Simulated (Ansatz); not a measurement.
Input deck for Ansatz 0.2.0, then the block of the output on the nuclei.

The cell is a structure deposited in the COD, relaxed with PBE at fixed cell and then changed (volume scaled by 0.96, ions relaxed).

```yaml
crystal:
  lattice:
    - [4.4930438055, 0.0, 0.0]
    - [0.0, 4.4930438055, 0.0]
    - [0.0, 0.0, 2.8142439223]
  atoms:
    - { symbol: V, position: [0.0, 0.0, 0.0], spin: 1.0 }
    - { symbol: V, position: [0.5, 0.5, 0.5], spin: 1.0 }
    - { symbol: O, position: [0.3001, 0.3001, 0.0] }
    - { symbol: O, position: [0.1999, 0.8001, 0.5] }
    - { symbol: O, position: [0.6999, 0.6999, 0.0] }
    - { symbol: O, position: [0.8001, 0.1999, 0.5] }
magnetization:
  spin_polarized: true
kpoints:
  mp_grid: { grid: [10, 10, 16] }
scf:
  occupations: { method: fermi_dirac, width: 0.05 }
hamiltonian:
  xc: pbe
  pseudopotentials: { kind: paw }
output:
  forces: true
  stress: true
  populations: true
  efg:
    quadrupole_moments_barn: { V: -0.052, O: -0.02558 }
    contact_densities: true
  write_density: true
  write_potential: true
  elf: true
  volumetric_format: npy
relax:
  f_tol: 0.02
  max_steps: 60
```

```sh
ansatz run input.yaml --threads 1 --pin off --max-ram 3072MiB --backend cpu --events-out ev --progress --plain --runs-dir out
```

The run relaxes the ions first, and the block belongs to the relaxed positions.

Of the output, the block on the nuclei alone is shown; the set-up, the SCF iterations, energies, forces and stress are cut.

```
--- PAW observables at the nuclei: V_zz in 10²¹ V/m², potentials from the cell's mean, atoms counted from 1 ---
  atom   1  V  V_zz =    +0.920390   η = 0.0137   by run symmetry: allowed   C_q = -1.1573 MHz
            electrostatic potential = -2691.249159 V   contact ρ = 66009.994797 e/Å³   contact ρ_s (e/Å³): all electrons -0.531711, valence +1.243410
  atom   2  V  V_zz =    +0.920390   η = 0.0137   by run symmetry: allowed   C_q = -1.1573 MHz
            electrostatic potential = -2691.249159 V   contact ρ = 66009.994797 e/Å³   contact ρ_s (e/Å³): all electrons -0.531711, valence +1.243410
  atom   3  O  V_zz =    -2.850235   η = 0.8160   by run symmetry: allowed   C_q = +1.7629 MHz
            electrostatic potential = -625.546069 V   contact ρ = 2157.609048 e/Å³   contact ρ_s (e/Å³): all electrons -0.118324, valence -0.185004
  atom   4  O  V_zz =    -2.850235   η = 0.8160   by run symmetry: allowed   C_q = +1.7629 MHz
            electrostatic potential = -625.546069 V   contact ρ = 2157.609048 e/Å³   contact ρ_s (e/Å³): all electrons -0.118324, valence -0.185004
  atom   5  O  V_zz =    -2.850235   η = 0.8160   by run symmetry: allowed   C_q = +1.7629 MHz
            electrostatic potential = -625.546069 V   contact ρ = 2157.609048 e/Å³   contact ρ_s (e/Å³): all electrons -0.118324, valence -0.185004
  atom   6  O  V_zz =    -2.850235   η = 0.8160   by run symmetry: allowed   C_q = +1.7629 MHz
            electrostatic potential = -625.546069 V   contact ρ = 2157.609048 e/Å³   contact ρ_s (e/Å³): all electrons -0.118324, valence -0.185004
```

The relaxation (4 steps) took 86 s of wall time (82 s of CPU time) and 0.89 GiB at its peak, on 1 thread of Intel Xeon 6975P-C (Granite Rapids) (x86_64; 16 cores open to the job, memory cap 3.0 GiB, no GPU), a shared host with a load of 0.4 a core.

With no gap above 0.1 eV, as in a metal, the gradients converge slowly in k; expect changes of a tenth or more on a denser mesh. Semilocal functionals can leave a metal where correlation in the d or f shell opens a gap in the real compound, and that would change the values at and beside V. At this changed cell the PBE pressure is 12 GPa. All moments are parallel here, as the start or the cell imposes; many such compounds order antiparallel, where fields and spin densities carried over to other atoms largely cancel. The magnetic order is the one that the run reached from its start moments, not necessarily the measured one.
